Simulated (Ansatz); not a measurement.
# Ga2O3 (C2/m): the equilibrium volume, part 2 of 2

At what volume is Ga2O3 (C2/m) free of pressure?

Ansatz 0.2.0; DFT PBE, scalar-relativistic, plane waves, PAW. Earlier steps stand in the parts before.

## Step 3: Relaxing cell and atoms

input.yaml reads:

```yaml
crystal:
  lattice:
    - [6.1402367086, -1.5237836756, 0.0]
    - [6.1402367086, 1.5237836756, 0.0]
    - [-1.3841308865, 0.0, 5.6503488592]
  atoms:
    - { symbol: Ga, position: [0.3411617, 0.3411617, 0.68526966] }
    - { symbol: Ga, position: [0.6588383, 0.6588383, 0.31473034] }
    - { symbol: Ga, position: [0.9095256, 0.9095256, 0.205214] }
    - { symbol: Ga, position: [0.0904744, 0.0904744, 0.794786] }
    - { symbol: O, position: [0.50353087, 0.50353087, 0.74333591] }
    - { symbol: O, position: [0.49646913, 0.49646913, 0.25666409] }
    - { symbol: O, position: [0.82662894, 0.82662894, 0.43676984] }
    - { symbol: O, position: [0.17337106, 0.17337106, 0.56323016] }
    - { symbol: O, position: [0.16450498, 0.16450498, 0.10915408] }
    - { symbol: O, position: [0.83549502, 0.83549502, 0.89084592] }
basis:
  ecutwfc: 420
kpoints:
  mp_grid: { grid: [8, 8, 4] }
hamiltonian:
  xc: pbe
scf:
  occupations: { method: gaussian, width: 0.02 }
output:
  forces: true
  stress: true
  eigenvalues: true
relax:
  adjacent_minimum: "off"
  f_tol: 0.005
  max_steps: 80
  cell: { stress_tol: 0.05 }
```

Command:

```bash
$ ansatz run input.yaml --threads 8 --pin off --max-ram 16384MiB --backend cpu --events-out ev --progress --plain --runs-dir out
```

The program printed:

```text
Warning: RAYON_NUM_THREADS=8 ignored (pool sized by the plan → 8); use --threads N
basis.fft_grid_basis auto: the FFT boxes are laid along the combinations [[1, -1, 0], [0, 1, 0], [0, 0, 1]] of the cell's own vectors, 3.048, 6.326 and 5.817 Å long. The dense box has 24×45×40 points. Along the cell's own vectors, as sized, it would have 45×45×40, 1.88 times as many. Of the 4 symmetry operations that the crystal satisfies within crystal.symmetry.tolerance (time reversal apart; of a slab, those that keep its plane) the dense box along the cell's own vectors carries 4, and the one as laid loses 2 of those. basis.fft_grid_basis: typed keeps the cell's own vectors: state it where this run's energies or levels are differenced outside the engine with another run's, or held beside a run that keeps those vectors.
Engine: ansatz 0.2.0, aarch64-unknown-linux-gnu
Pseudopotentials: kind: paw
Pseudopotential: Ga, paw, valence charge 13, recommended cutoff 420 eV (normal), Ga.paw.azcp
Pseudopotential: O, paw, valence charge 6, recommended cutoff 420 eV (normal), O.paw.azcp
Functional definition: PBE
  parameter kappa = 0.804
  parameter beta = 0.06672455060314922
  exchange = pbe_x(kappa = kappa, mu = beta*pi^2/3)
  correlation = pbe_c(beta = beta)
Crystal: 10 atoms, lattice volume = 105.734 Å³
Basis set: ecut = 420 eV, 2047 PW (Γ), FFT grids on a1−a2, a2, a3, exchange–correlation on 48×90×80 points (8 copies of the dense FFT grid, shifted against one another)
Bands: 54, of which v1, the nominal top of the filled ones, is band 44 counted from 1 (43 counted from 0)
Symmetry: 4 space group operations
Space group: C2/m (ITA 12), of the structure as read, at distance tolerance 4.7e-5 Å
k-points: 78 of 256
Non-local potential: Ga, projectors of the file, l = 0: 2, l = 1: 2, l = 2: 3, l = 3: 1
Non-local potential: O, projectors of the file, l = 0: 2, l = 1: 2, l = 2: 1
PAW form: soft (Blöchl's): semilocal exchange-correlation on the pseudo side does not see the compensation charge
PAW one-centre angular grid: Ga, 590 points (default); XC on 64 Gauss nodes
PAW one-centre angular grid: O, 110 points (default); XC on 64 Gauss nodes
Initial density: superposition of atomic densities (neutral atoms: chi_scale 0, normalization atom), corrected by the library's trained network
Initial wavefunctions: pseudopotential atomic-orbital guess
Functional: x = pbe(κ = 0.804, μ = 0.2195149727645171), c = pbe(β = 0.06672455060314922)
SCF iter   1: F=—  HF=-18540.039105 eV  |F-HF|=—  |Δ(HF+E_count)|=         —  Δρ=1.11e-3  dr2=4.12e-4  ethr=1.77e-3  ⟨swp⟩=6.2  Hψ=15519  notcnv=0  defer=8
preconditioner: auto → Resta (q_TF=auto, 2.646 Å⁻¹)  ε∞=4.7  [insulator: Δε(μ)=2.307 eV  Ē_g=17.727 eV  σ=0.020 eV  W_gap=1.00  n_scr=34 (ndim 8)  ℏωp=33.9 eV  f_vac=0.015  D(μ)=0.00/eV (n_scr^D=0)  ε∞_Penn≈4.7]
SCF iter   2: F=—  HF=-18540.040133 eV  |F-HF|=—  |Δ(HF+E_count)|=   1.03e-3  Δρ=5.88e-4  dr2=1.33e-4  ethr=4.68e-7  ⟨swp⟩=2.8  Hψ=8759  notcnv=0  defer=213
SCF iter   3: F=—  HF=-18540.040578 eV  |F-HF|=—  |Δ(HF+E_count)|=   4.45e-4  Δρ=2.21e-4  dr2=3.73e-5  ethr=1.51e-7  ⟨swp⟩=2.0  Hψ=7338  notcnv=0  defer=213
SCF iter   4: F=—  HF=-18540.040681 eV  |F-HF|=—  |Δ(HF+E_count)|=   1.04e-4  Δρ=6.22e-5  dr2=3.57e-6  ethr=4.23e-8  ⟨swp⟩=2.0  Hψ=6895  notcnv=0  defer=213
SCF iter   5: F=—  HF=-18540.040684 eV  |F-HF|=—  |Δ(HF+E_count)|=   2.76e-6  Δρ=2.85e-5  dr2=8.34e-7  ethr=4.06e-9  ⟨swp⟩=2.0  Hψ=6774  notcnv=0  defer=213
SCF iter   6: F=—  HF=-18540.040685 eV  |F-HF|=—  |Δ(HF+E_count)|=   3.55e-7  Δρ=1.45e-5  dr2=1.72e-7  ethr=9.48e-10  ⟨swp⟩=2.0  Hψ=7248  notcnv=0  defer=213
SCF iter   7: F=-18540.040685 eV  HF=-18540.040685 eV  |F-HF|=7.84e-9  |Δ(HF+E_count)|=   4.50e-8  Δρ=3.94e-6  dr2=1.05e-8  ethr=1.14e-10  ⟨swp⟩=8.9  Hψ=17456  notcnv=0
SCF 1 converged in 7 iterations: F = -18540.040685 eV  dr2 = 1.05e-8
relax step   1: F+E_penalty+E_count = -18540.04068463 eV  Δ(F+E_penalty+E_count) = +0.000e0 eV  max|allowed force component| = 1.519e-1 eV/Å  Δτ_max = 0.0000 Å  P = +6.744 GPa  Ω = 105.734 Å³  (7 SCF iters, dr2 threshold 1.00e-7 eV, accepted)
Crystal: 10 atoms, lattice volume = 107.975 Å³
Basis set: ecut = 420 eV, 2089 PW (Γ), FFT grids on a1−a2, a2, a3, exchange–correlation on 48×90×80 points (8 copies of the dense FFT grid, shifted against one another)
Initial density: handed on by an earlier stage of this run
Initial wavefunctions: those handed on with the density
iter 1 solved again at ethr=1.28e-5 eV; its pass at ethr=3.10e-3 eV (dr2=1.13e-2 eV) is discarded
SCF iter   1: F=—  HF=-18540.094778 eV  |F-HF|=—  |Δ(HF+E_count)|=         —  Δρ=3.93e-3  dr2=1.12e-2  ethr=1.28e-5  ⟨swp⟩=2.9  Hψ=19889  notcnv=0
preconditioner: auto → Resta (q_TF=auto, 2.637 Å⁻¹)  ε∞=4.7  [insulator: Δε(μ)=2.126 eV  Ē_g=17.531 eV  σ=0.020 eV  W_gap=1.00  n_scr=34 (ndim 8)  ℏωp=33.5 eV  f_vac=0.020  D(μ)=0.00/eV (n_scr^D=0)  ε∞_Penn≈4.7]
SCF iter   2: F=—  HF=-18540.091865 eV  |F-HF|=—  |Δ(HF+E_count)|=   2.91e-3  Δρ=1.37e-3  dr2=1.14e-3  ethr=1.27e-5  ⟨swp⟩=2.6  Hψ=8323  notcnv=0
SCF iter   3: F=—  HF=-18540.091834 eV  |F-HF|=—  |Δ(HF+E_count)|=   3.04e-5  Δρ=6.28e-4  dr2=3.31e-4  ethr=1.30e-6  ⟨swp⟩=1.0  Hψ=4212  notcnv=0
SCF iter   4: F=—  HF=-18540.092010 eV  |F-HF|=—  |Δ(HF+E_count)|=   1.76e-4  Δρ=1.68e-4  dr2=2.36e-5  ethr=3.76e-7  ⟨swp⟩=2.4  Hψ=7708  notcnv=0
SCF iter   5: F=—  HF=-18540.092019 eV  |F-HF|=—  |Δ(HF+E_count)|=   9.17e-6  Δρ=1.02e-4  dr2=8.76e-6  ethr=2.68e-8  ⟨swp⟩=2.0  Hψ=7594  notcnv=0
SCF iter   6: F=-18540.092019 eV  HF=-18540.092019 eV  |F-HF|=2.16e-7  |Δ(HF+E_count)|=   4.46e-7  Δρ=1.74e-5  dr2=2.65e-7  ethr=1.14e-9  ⟨swp⟩=4.3  Hψ=20348  notcnv=0
SCF 2 converged in 6 iterations: F = -18540.092019 eV  dr2 = 2.65e-7
relax step   2: F+E_penalty+E_count = -18540.09201897 eV  Δ(F+E_penalty+E_count) = -5.133e-2 eV  max|allowed force component| = 8.972e-2 eV/Å  Δτ_max = 0.0124 Å  P = +2.634 GPa  Ω = 107.975 Å³  energy of the carried Pulay correction = -1.063e-2 eV  (6 SCF iters, dr2 threshold 1.00e-6 eV, accepted)
Crystal: 10 atoms, lattice volume = 109.375 Å³
Basis set: ecut = 420 eV, 2133 PW (Γ), FFT grids on a1−a2, a2, a3, exchange–correlation on 48×90×80 points (8 copies of the dense FFT grid, shifted against one another)
iter 1 solved again at ethr=5.26e-6 eV; its pass at ethr=3.10e-3 eV (dr2=4.63e-3 eV) is discarded
SCF iter   1: F=—  HF=-18540.098925 eV  |F-HF|=—  |Δ(HF+E_count)|=         —  Δρ=2.39e-3  dr2=4.47e-3  ethr=5.26e-6  ⟨swp⟩=2.6  Hψ=19966  notcnv=0
preconditioner: auto → Resta (q_TF=auto, 2.631 Å⁻¹)  ε∞=4.6  [insulator: Δε(μ)=2.024 eV  Ē_g=17.434 eV  σ=0.020 eV  W_gap=1.00  n_scr=34 (ndim 8)  ℏωp=33.3 eV  f_vac=0.021  D(μ)=0.00/eV (n_scr^D=0)  ε∞_Penn≈4.6]
SCF iter   2: F=—  HF=-18540.097701 eV  |F-HF|=—  |Δ(HF+E_count)|=   1.22e-3  Δρ=7.34e-4  dr2=3.85e-4  ethr=5.08e-6  ⟨swp⟩=2.7  Hψ=8383  notcnv=0
SCF iter   3: F=—  HF=-18540.097829 eV  |F-HF|=—  |Δ(HF+E_count)|=   1.28e-4  Δρ=3.59e-4  dr2=1.24e-4  ethr=4.37e-7  ⟨swp⟩=1.0  Hψ=4212  notcnv=0
SCF iter   4: F=—  HF=-18540.097850 eV  |F-HF|=—  |Δ(HF+E_count)|=   2.15e-5  Δρ=8.22e-5  dr2=5.44e-6  ethr=1.41e-7  ⟨swp⟩=2.1  Hψ=7214  notcnv=0
SCF iter   5: F=—  HF=-18540.097855 eV  |F-HF|=—  |Δ(HF+E_count)|=   4.79e-6  Δρ=5.25e-5  dr2=2.32e-6  ethr=1.14e-9  ⟨swp⟩=7.3  Hψ=19822  notcnv=0
SCF iter   6: F=-18540.097854 eV  HF=-18540.097854 eV  |F-HF|=9.56e-8  |Δ(HF+E_count)|=   9.79e-7  Δρ=1.10e-5  dr2=9.40e-8  ethr=1.14e-9  ⟨swp⟩=5.8  Hψ=17603  notcnv=0
SCF 3 converged in 6 iterations: F = -18540.097854 eV  dr2 = 9.40e-8
relax step   3: F+E_penalty+E_count = -18540.09785422 eV  Δ(F+E_penalty+E_count) = -5.835e-3 eV  max|allowed force component| = 2.334e-2 eV/Å  Δτ_max = 0.0038 Å  P = +0.135 GPa  Ω = 109.375 Å³  energy of the carried Pulay correction = -1.716e-2 eV  (6 SCF iters, dr2 threshold 1.00e-6 eV, accepted)
[... 11 lines left out ...]
relax step   4: F+E_penalty+E_count = -18540.09772429 eV  Δ(F+E_penalty+E_count) = +1.299e-4 eV  max|allowed force component| = 1.605e-2 eV/Å  Δτ_max = 0.0032 Å  P = -0.019 GPa  Ω = 109.450 Å³  energy of the carried Pulay correction = -1.751e-2 eV  (6 SCF iters, dr2 threshold 1.96e-7 eV, accepted)
[... 10 lines left out ...]
relax step   5: F+E_penalty+E_count = -18540.09783291 eV  Δ(F+E_penalty+E_count) = -1.086e-4 eV  max|allowed force component| = 9.091e-3 eV/Å  Δτ_max = 0.0029 Å  P = +0.000 GPa  Ω = 109.440 Å³  energy of the carried Pulay correction = -1.746e-2 eV  (6 SCF iters, dr2 threshold 1.61e-8 eV, accepted)
[... 8 lines left out ...]
relax step   6: F+E_penalty+E_count = -18540.09784207 eV  Δ(F+E_penalty+E_count) = -9.156e-6 eV  max|allowed force component| = 1.635e-3 eV/Å  Δτ_max = 0.0009 Å  P = +0.001 GPa  Ω = 109.440 Å³  energy of the carried Pulay correction = -1.746e-2 eV  (5 SCF iters, dr2 threshold 5.17e-9 eV, accepted)
[... 12 lines left out ...]
relax step   7: F+E_penalty+E_count = -18540.11860536 eV  Δ(F+E_penalty+E_count) = -2.076e-2 eV  max|allowed force component| = 1.736e-3 eV/Å  Δτ_max = 0.0000 Å  P = +0.299 GPa  Ω = 109.440 Å³  stress off target by 3.22e-1 GPa  SCF on the basis re-selected at this cell (its energy is not comparable with the rows above)  (8 SCF iters)
[... 11 lines left out ...]
relax step   8: F+E_penalty+E_count = -18540.11788194 eV  Δ(F+E_penalty+E_count) = +7.234e-4 eV  max|allowed force component| = 1.454e-3 eV/Å  Δτ_max = 0.0023 Å  P = +0.011 GPa  Ω = 109.636 Å³  energy of the carried Pulay correction = -9.179e-4 eV  (5 SCF iters, dr2 threshold 2.60e-7 eV, accepted)
iter 1 solved again at ethr=5.19e-8 eV; its pass at ethr=3.10e-3 eV (dr2=4.57e-5 eV) is discarded
SCF iter   1: F=—  HF=-18540.118402 eV  |F-HF|=—  |Δ(HF+E_count)|=         —  Δρ=1.52e-4  dr2=6.66e-7  ethr=5.19e-8  ⟨swp⟩=3.0  Hψ=27477  notcnv=0
preconditioner: auto → Resta (q_TF=auto, 2.630 Å⁻¹)  ε∞=4.6  [insulator: Δε(μ)=2.017 eV  Ē_g=17.434 eV  σ=0.020 eV  W_gap=1.00  n_scr=34 (ndim 8)  ℏωp=33.3 eV  f_vac=0.020  D(μ)=0.00/eV (n_scr^D=0)  ε∞_Penn≈4.6]
SCF iter   2: F=—  HF=-18540.118759 eV  |F-HF|=—  |Δ(HF+E_count)|=   3.58e-4  Δρ=7.67e-5  dr2=1.76e-7  ethr=7.57e-10  ⟨swp⟩=2.0  Hψ=7582  notcnv=0
SCF iter   3: F=—  HF=-18540.118835 eV  |F-HF|=—  |Δ(HF+E_count)|=   7.57e-5  Δρ=1.38e-5  dr2=2.79e-8  ethr=2.00e-10  ⟨swp⟩=2.2  Hψ=6387  notcnv=0
SCF iter   4: F=—  HF=-18540.118837 eV  |F-HF|=—  |Δ(HF+E_count)|=   2.08e-6  Δρ=1.57e-6  dr2=1.31e-9  ethr=3.17e-11  ⟨swp⟩=2.0  Hψ=7232  notcnv=0
SCF iter   5: F=—  HF=-18540.118837 eV  |F-HF|=—  |Δ(HF+E_count)|=   1.37e-8  Δρ=6.61e-7  dr2=4.07e-10  ethr=1.48e-12  ⟨swp⟩=3.0  Hψ=8563  notcnv=0
SCF iter   6: F=-18540.118837 eV  HF=-18540.118837 eV  |F-HF|=5.46e-11  |Δ(HF+E_count)|=   2.22e-9  Δρ=1.62e-7  dr2=2.45e-11  ethr=1.00e-12  ⟨swp⟩=3.1  Hψ=15479  notcnv=0
SCF 9 converged in 6 iterations: F = -18540.118837 eV  dr2 = 2.45e-11
relax step   9: F+E_penalty+E_count = -18540.11883700 eV  Δ(F+E_penalty+E_count) = -9.551e-4 eV  max|allowed force component| = 1.553e-3 eV/Å  Δτ_max = 0.0000 Å  P = +0.018 GPa  Ω = 109.636 Å³  stress off target by 2.15e-2 GPa  SCF on the basis re-selected at this cell (its energy is not comparable with the rows above)  (6 SCF iters)
basis re-selected at this cell: Δ(F+E_penalty+E_count) = -9.551e-4 eV, ΔP = +0.006 GPa vs the last step (what re-selecting the basis moved, of the pressure what is left beyond the Pulay correction that the steps carried, after the strain that the cell walked since its last selection, with what the two solves' SCF thresholds leave and, on support functions, any second-order correction that the steps lacked; it is no measure of the basis error at this ecutwfc). This SCF's stress stands 2.15e-2 GPa from its target on what of the cell is left free (relax.cell.stress_tol is 5.00e-2 GPa) and its largest allowed force component is 1.55e-3 eV/Å (relax.f_tol is 5.00e-3 eV/Å): within both
SCF converged after 6 iterations
Free energy (F): -18540.118837 eV
Harris-Foulkes:  -18540.118837 eV  (|F-HF|=5.46e-11)
Internal energy: -18540.118837 eV  (E = F + TS)
E sigma→0 (E₀):  -18540.118837 eV
Fermi energy:    8.562706 eV
--- Per-component energies (eV) ---
  E_band       = -146.301936
  E_kinetic    = 1514.180264
  E_local      = -9271.193774  (includes V_loc(G=0)·N_el)
  E_nonlocal   = 2020.203991
  E_hartree    = 4150.798180
  E_xc         = -710.597740
  E_vxc        = -787.666371  (∫ρ·V_xc dr)
  E_paw        = -8942.046214  (= ΣΔE_a)
  E_vpaw       = -1923.437033  (= ΣTr[D̂ρ^β])
  E_aug_tail   = 0.014301  (compensation charges beyond the density's cutoff)
  E_ewald      = -7301.477844
  E_smearing   = -0.000000  (= −TS)
  E_closure    = -0.000000  (closes the sum)
  Σ components = -18540.118837   (vs F -18540.118837, Δ=0.00e0)
--- Forces (eV/Å), atoms counted from 1 ---
  atom   1  Ga     0.00083393    -0.00000000     0.00095653
  atom   2  Ga    -0.00083393     0.00000000    -0.00095653
  atom   3  Ga     0.00155310    -0.00000000     0.00017328
  atom   4  Ga    -0.00155310     0.00000000    -0.00017328
  atom   5  O      0.00083827    -0.00000000     0.00012242
  atom   6  O     -0.00083827     0.00000000    -0.00012242
  atom   7  O     -0.00043678    -0.00000000    -0.00056324
  atom   8  O      0.00043678     0.00000000     0.00056324
  atom   9  O      0.00028674    -0.00000000    -0.00002625
  atom  10  O     -0.00028674     0.00000000     0.00002625
  max |Σ_I F_I| component: 1.08e-19 eV/Å
--- Stress (GPa, compression-positive) ---
        0.021434       0.000000      -0.000638
        0.000000       0.018602       0.000000
       -0.000638       0.000000       0.013654
  P = ⅓ Tr σ = 0.0179 GPa (0.179 kbar)
--- Band table (eV; the first three rows and the last of 78) ---
  k-point 0: bands = ["-11.0492", "-10.0012", "-9.9725", "-9.8696", "-9.4253", "-9.4233", "-5.4228", "-5.3941", "-5.3895", "-5.3320", "-5.2421", "-5.2418", "-5.2266", "-5.2259", "-5.1668", "-5.0610", "-5.0489", "-5.0455", "-5.0273", "-5.0131", "-5.0063", "-4.9691", "-4.9578", "-4.8423", "-4.7145", "-4.6449", "0.7459", "1.7813", "2.8641", "3.5615", "4.1810", "4.9778", "5.1100", "5.4228", "5.6421", "5.6994", "5.9660", "6.0138", "6.5850", "6.8624", "6.9029", "7.0935", "7.2735", "7.5385", "9.5712", "12.9342", "13.8530", "14.0269", "15.1169", "15.9736", "16.5577", "16.7764", "18.5479", "19.5826"]
  k-point 1: bands = ["-10.9484", "-10.1750", "-9.9883", "-9.7874", "-9.4865", "-9.3877", "-5.4081", "-5.3959", "-5.3910", "-5.3298", "-5.3101", "-5.2526", "-5.2289", "-5.2080", "-5.1643", "-5.0659", "-5.0633", "-5.0618", "-5.0524", "-5.0176", "-5.0045", "-4.9560", "-4.9500", "-4.8069", "-4.8012", "-4.4914", "1.0045", "2.0601", "2.5988", "3.5719", "4.3047", "5.0006", "5.2005", "5.3106", "5.5676", "5.6039", "5.7881", "5.9908", "6.3463", "6.6862", "6.9178", "6.9659", "7.1291", "7.2950", "10.5261", "13.0858", "13.6085", "14.1920", "14.9385", "15.8249", "16.6070", "17.0411", "18.9697", "19.4733"]
  k-point 2: bands = ["-10.7881", "-10.3873", "-9.9971", "-9.7229", "-9.5125", "-9.3975", "-5.3969", "-5.3930", "-5.3817", "-5.3671", "-5.3122", "-5.3053", "-5.2133", "-5.1849", "-5.1675", "-5.0849", "-5.0831", "-5.0723", "-5.0433", "-5.0342", "-5.0032", "-4.9548", "-4.9182", "-4.8534", "-4.7773", "-4.4027", "1.5705", "1.8346", "2.7134", "3.4297", "4.3733", "4.9141", "5.1100", "5.3565", "5.6002", "5.6049", "5.7059", "6.0292", "6.0561", "6.1921", "6.9298", "6.9659", "7.0263", "7.2618", "11.9219", "12.1143", "13.8522", "14.3865", "15.0725", "15.1958", "17.1653", "17.1842", "18.8416", "18.9054"]
  k-point 77: bands = ["-10.6688", "-10.3048", "-10.1463", "-9.8386", "-9.5521", "-9.3364", "-5.4070", "-5.4012", "-5.4001", "-5.3802", "-5.3281", "-5.3252", "-5.2225", "-5.2072", "-5.1820", "-5.1679", "-5.0844", "-5.0830", "-5.0618", "-5.0552", "-5.0014", "-4.9787", "-4.9532", "-4.9013", "-4.4253", "-4.2802", "2.0233", "2.2722", "2.4606", "2.9647", "4.0808", "4.5393", "4.7623", "4.9932", "5.2055", "5.4966", "5.7685", "6.3482", "6.6427", "6.8554", "6.9236", "6.9246", "6.9756", "7.5492", "12.3176", "12.5429", "13.3835", "13.6666", "14.3743", "15.0213", "17.0659", "17.4437", "18.9552", "19.3042"]
--- Relaxed structure (7 steps of the walk, 7 accepted, 2 SCFs on fresh bases) ---
  F+E_penalty+E_count = -18540.11883700 eV   max|allowed force component| = 1.553e-3 eV/Å   (the final SCF, on the basis selected at the relaxed cell)
  cell:  # Å, volume = 109.6365 Å³
    - [6.227064129425642, -1.5416333308956554, 0.006229172793330754]
    - [6.227064129425642, 1.5416333308956554, 0.006229172793330754]
    - [-1.3979713163737082, 4.3920895988970835e-34, 5.708923014378125]
  atoms:
    - { symbol: Ga, position: [0.34149685508201333, 0.34149685508201333, 0.6858235339925096] }
    - { symbol: Ga, position: [0.6585031449179864, 0.6585031449179864, 0.3141764660074903] }
    - { symbol: Ga, position: [0.9100739518848645, 0.9100739518848645, 0.20527224516767853] }
    - { symbol: Ga, position: [0.08992604811513526, 0.08992604811513526, 0.794727754832321] }
    - { symbol: O, position: [0.5039749285510675, 0.5039749285510675, 0.7433111707484977] }
    - { symbol: O, position: [0.4960250714489324, 0.4960250714489324, 0.256688829251502] }
    - { symbol: O, position: [0.8263039785654356, 0.8263039785654356, 0.4356635100526209] }
    - { symbol: O, position: [0.17369602143456414, 0.17369602143456414, 0.564336489947379] }
    - { symbol: O, position: [0.16350850381886298, 0.16350850381886298, 0.10920087917413558] }
    - { symbol: O, position: [0.8364914961811367, 0.8364914961811367, 0.8907991208258642] }
```

It took 33 s on 8 threads of Arm Neoverse V1, shared host; peak memory 0.82 GiB.

The steps of the relaxation:

| step | energy from step 1 (meV/atom) | largest force component (eV/Å) | pressure (GPa) | volume (Å³/atom) |
| --- | --- | --- | --- | --- |
| 1 | 0.0 | 0.152 | 6.74 | 10.573 |
| 2 | -5.1 | 0.090 | 2.63 | 10.798 |
| 3 | -5.7 | 0.023 | 0.14 | 10.937 |
| 4 | -5.7 | 0.016 | -0.02 | 10.945 |
| 5 | -5.7 | 0.009 | 0.00 | 10.944 |
| 6 | -5.7 | 0.002 | 0.00 | 10.944 |
| 7 | -7.8 | 0.002 | 0.30 | 10.944 |
| 8 | -7.7 | 0.001 | 0.01 | 10.964 |
| 9 | -7.8 | 0.002 | 0.02 | 10.964 |

Step 1 is the start. Step 7 repeats a cell on a basis chosen anew, so the energy can jump there without a move. Step 9 repeats the geometry before it on a plane-wave basis chosen anew for the final cell, which shifts the energy by -0.1 meV/atom. The run keeps the 4 symmetry operations that it found, so it can't reach a distortion that breaks them.

Result: volume 10.964 Å³/atom, pressure 0.02 GPa, mesh gap 2.02 eV.

## Step 4: The cell, before and after

The cell before and after:

| cell as typed | before | after | change |
| --- | --- | --- | --- |
| a (Å) | 6.326 | 6.415 | +1.4 % |
| b (Å) | 6.326 | 6.415 | +1.4 % |
| c (Å) | 5.817 | 5.878 | +1.0 % |
| α (°) | 103.35 | 103.29 | -0.06° |
| β (°) | 103.35 | 103.29 | -0.06° |
| γ (°) | 27.87 | 27.81 | -0.06° |
| volume (Å³/atom) | 10.573 | 10.964 | +3.7 % |
| shortest distance (Å) | 1.838 | 1.858 | +1.1 % |
| space group | C2/m | C2/m | same |

## Step 5: Outcome

What follows sums up all 2 parts. Changes of volume or cell count from the first structure of part 1.

| quantity | value |
| --- | --- |
| volume | 10.964 Å³/atom |
| pressure | 0.02 GPa |
| conventional cell | a = 12.454 Å, b = 3.083 Å, c = 5.878 Å, α = 90.00°, β = 103.70°, γ = 90.00° |
| gap on the mesh | 2.02 eV |

Over the 2 runs shown the cell moved from 10.57 to 10.96 Å³/atom, a change of +3.7 %, where the pressure is zero within 0.02 GPa.

These are semilocal Kohn-Sham gaps, which aren't the measured quantity. Such gaps usually fall short of the measured ones.
